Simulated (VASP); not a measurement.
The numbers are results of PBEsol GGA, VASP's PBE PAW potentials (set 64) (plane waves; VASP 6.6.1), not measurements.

Input for VASP

**KPOINTS**
```
Automatic
0
G
  6 6 6
0 0 0
```

### INCAR
```
# general
SYSTEM =CsBr
PREC   =Accurate
ENCUT  =400
LREAL  =.False.
LASPH  =.True.

# electronic loop
EDIFF  =1E-6
NELM   =100
ALGO   =Normal
LMAXMIX=4

# smearing
ISMEAR =0
SIGMA  =0.05

# functional
GGA    =PS

# ions
IBRION =2
NSW    =60
ISIF   =3
EDIFFG =-0.01

# output
LWAVE  =.False.
LCHARG =.False.
```

File POSCAR:
```
CsBr
1
    4.2481745600     0.0000000000     0.0000000000
    0.0000000000     4.2481745600    -0.0000000000
    0.0000000000     0.0000000000     4.2481745600
Cs Br
1 1
Direct
  0.0000000000   0.0000000000   0.0000000000
  0.5000000000   0.5000000000   0.5000000000
```

POTCAR, in this order: Cs_sv Br (PBE.64 set). Program: vasp_std.

Output

OSZICAR:
```
       N       E                     dE             d eps       ncg     rms          rms(c)
DAV:   1     0.865388292072E+02    0.86539E+02   -0.58570E+03   480   0.929E+02
DAV:   2    -0.254524056387E+00   -0.86793E+02   -0.80143E+02   720   0.168E+02
DAV:   3    -0.653189811651E+01   -0.62774E+01   -0.62619E+01   604   0.522E+01
DAV:   4    -0.658699950272E+01   -0.55101E-01   -0.55090E-01   560   0.590E+00
DAV:   5    -0.658748324878E+01   -0.48375E-03   -0.48370E-03   600   0.532E-01    0.171E+00
DAV:   6    -0.638103324815E+01    0.20645E+00   -0.30895E-01   532   0.294E+00    0.980E-01
DAV:   7    -0.634603872357E+01    0.34995E-01   -0.15554E-01   600   0.207E+00    0.516E-01
DAV:   8    -0.634688393208E+01   -0.84521E-03   -0.92762E-03   564   0.677E-01    0.829E-02
DAV:   9    -0.634704720882E+01   -0.16328E-03   -0.18002E-03   592   0.261E-01    0.647E-02
DAV:  10    -0.634707314468E+01   -0.25936E-04   -0.10571E-04   552   0.810E-02    0.164E-02
DAV:  11    -0.634707661525E+01   -0.34706E-05   -0.45972E-05   552   0.398E-02    0.500E-03
DAV:  12    -0.634707602182E+01    0.59343E-06   -0.65163E-06   576   0.165E-02
   1 F= -.63470760E+01 E0= -.63470760E+01  d E =-.634708E+01
```

File OUTCAR:
```
------------------------ aborting loop because EDIFF is reached ----------------------------------------
  FORCE on cell =-STRESS in cart. coord.  units (eV):
  Direction    XX          YY          ZZ          XY          YZ          ZX
  --------------------------------------------------------------------------------------
  Total       -0.0143204     -0.0143204     -0.0143204     -0.0000000      0.0000000      0.0000000
  in kB       -0.2992671     -0.2992671     -0.2992671     -0.0000000      0.0000000      0.0000000
  external PRESSURE =      -0.2992671 kB  Pullay stress =       0.0000000 kB
  volume of cell :       76.67
      direct lattice vectors                 reciprocal lattice vectors
     4.248174560  0.000000000  0.000000000     0.235395223  0.000000000  0.000000000
     0.000000000  4.248174560  0.000000000     0.000000000  0.235395223  0.000000000
     0.000000000  0.000000000  4.248174560     0.000000000  0.000000000  0.235395223
 POSITION                                       TOTAL-FORCE (eV/Angst)
 -----------------------------------------------------------------------------------
      0.00000      0.00000      0.00000         0.000000      0.000000      0.000000
      2.12409      2.12409      2.12409         0.000000      0.000000      0.000000
 -----------------------------------------------------------------------------------
    total drift:                                0.000000      0.000000      0.000000
  FREE ENERGIE OF THE ION-ELECTRON SYSTEM (eV)
  ---------------------------------------------------
  free  energy   TOTEN  =        -6.3470760218 eV

  energy  without entropy=       -6.3470760218  energy(sigma->0) =       -6.34707602

 reached required accuracy - stopping structural energy minimisation
```
(Selected blocks of OUTCAR.)

The compound is CsBr in the CsCl type structure. It was relaxed first. The start is the result of an earlier pass.
